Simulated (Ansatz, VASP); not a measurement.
# Cs: VASP beside Ansatz

The input INCAR:

```
  ALGO = Fast
  EDIFF = 1E-7
  ENCUT = 520
  GGA = PS
  ISIF = 2
  ISMEAR = 0
  LASPH = True
  LCHARG = False
  LREAL = False
  LWAVE = False
  NBANDS = 16
  NELM = 100
  PREC = Accurate
  SIGMA = 0.1
```

The input KPOINTS:

```
k-points
0
Gamma
  9 9 6
```

Contents of POSCAR:

```
Cs
1.0
    5.7605144720      0.0000000000      0.0000000000
   -2.8802572360      4.9887518717      0.0000000000
    0.0000000000      0.0000000000      9.7203844753
Cs
2
Direct
    0.3333333300      0.6666666700      0.2500000000
    0.6666666700      0.3333333300      0.7500000000
```

Input for Ansatz:

```yaml
crystal:
  lattice:
    - [5.760514472, 0.0, 0.0]
    - [-2.880257236, 4.9887518717, 0.0]
    - [0.0, 0.0, 9.7203844753]
  atoms:
    - { symbol: Cs, position: [0.33333333, 0.66666667, 0.25] }
    - { symbol: Cs, position: [0.66666667, 0.33333333, 0.75] }
basis:
  ecutwfc: 420
kpoints:
  mp_grid: { grid: [9, 9, 6] }
hamiltonian:
  xc: pbesol
scf:
  occupations: { method: gaussian, width: 0.1 }
output:
  forces: true
  stress: true
  eigenvalues: true
```

Alike in both runs: task single point; functional PBEsol; k mesh 9 × 9 × 6; occupations gaussian, width 0.1 eV; no spin polarisation.

```csv
,VASP,Ansatz
version,VASP 6.6.1,Ansatz 0.2.0
potentials or method,"VASP PAW PBE potentials, release 64 (Cs_sv)","scalar-relativistic, plane waves, PAW"
plane-wave cutoff (eV),520,420
valence electrons in the cell,18,18
```

```tsv
	VASP	Ansatz	Ansatz less VASP
gap on the k mesh at the Fermi level (eV)	none	none	-
pressure (GPa)	-0.3	-0.3	+0.01
```

A gap of «none» marks a metal or a gap that the smearing closes.

Caveats: the PAW data sets were made with another functional, which shifts forces and pressure a little (VASP). Spin-orbit coupling is left out, which matters for the levels of Cs.
